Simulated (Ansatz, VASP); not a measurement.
**One calculation of Co, two programs**

```
Co
1.0
     2.47200    0.00000    0.00000
    -1.23600    2.14081    0.00000
     0.00000    0.00000    4.02114
Co
2
Cartesian
  1.2360 0.7136 3.0159
  0.0000 1.4272 1.0053
```

Alike in both runs: functional PBEsol; k mesh 12 × 12 × 7; occupations fermi-dirac, width 0.05 eV; collinear spin.

|  | VASP | Ansatz |
| --- | --- | --- |
| version | VASP 6.6.1 | Ansatz 0.2.0 |
| potentials or method | VASP PAW PBE potentials, release 64 (Co), cutoff 520 eV | all-electron LAPW, scalar-relativistic |
| task | single point | band structure |

Ansatz gave:

* gap on the k mesh at the Fermi level (eV): none
* pressure (GPa): -5.8
* largest component of the traceless stress (GPa): 1.88
* net moment per atom (μB): 1.60
* size of the moment on the site where the two differ most (μB): 1.65

Problem. Estimate VASP's values.

Solution. gap on the k mesh at the Fermi level (eV): none; pressure (GPa): -6.6; largest component of the traceless stress (GPa): 1.87; net moment per atom (μB): 1.59; size of the moment on the site where the two differ most (μB): 1.60.

Site moments also hang on the region over which each program counts them. A gap of «none» marks a metal or a gap that the smearing closes. Ansatz ran all-electron here, so the differences hold the error of VASP's frozen core and of both bases.

Caveats: the PAW data sets were made with another functional, which shifts forces and pressure a little (VASP).
